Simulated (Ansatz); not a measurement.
Consider RuCl2 (1T sheet).

The cell holds 3 atoms: 1 Ru and 2 Cl. Its edges and angles: a = 3.515 Å, b = 3.515 Å, c = 30.112 Å, α = 90.0°, β = 90.0°, γ = 120.0°. Vacuum lies along c.

```
Ru Cl
1.0
     0.00000    2.48540    2.48540
     2.48540   -2.48540    0.00000
    17.38504   17.38504  -17.38504
Ru Cl
1 2
Direct
  0.00000 0.00000 0.31808
  0.33333 0.66667 0.35751
  0.66667 0.33333 0.27865
```

The structure was relaxed with LDA. The structure was generated from a model, not taken from a measurement. The runs that relaxed it are not among those shown. The program's search for lower electronic states was switched off, so nothing shows that the state found is the lowest. PAW set soft_2, made with PBE.

A constrained-RPA run (Ansatz 0.2.0; non-magnetic LDA; Ru eg, bands c1 to c2, 6×6×1 mesh, medium accuracy) builds 2 functions on bands 0.91 eV wide, with 0.0 electrons in the window. The bare on-site interaction is 10.1 eV and the bare J 0.45 eV.

Q: Estimate U, U′ and J.

On the Ru eg shell, U = 2.43 eV (24 % of the bare value), U′ = 1.90 eV, J = 0.27 eV.

The parent state is non-magnetic and the interaction static (zero frequency); U depends on the window and the orbitals, so it belongs to this model alone.

[Paths, hosts, dates, memory and timing lines, banners, echoed tables and standing remarks are left out of the program output.]

[Logs are printed without paths, hosts, clocks, repeated set-up lines and the standing remarks that a program may print on its own settings, such as how far it seeks lower states.]

[Runs of the session that timed out or met a known fault of the program may be left out.]

[Hosts, paths, dates, database ids (printed as entryN), source tags and the programs' standing remarks are cut or masked in the printed files.]
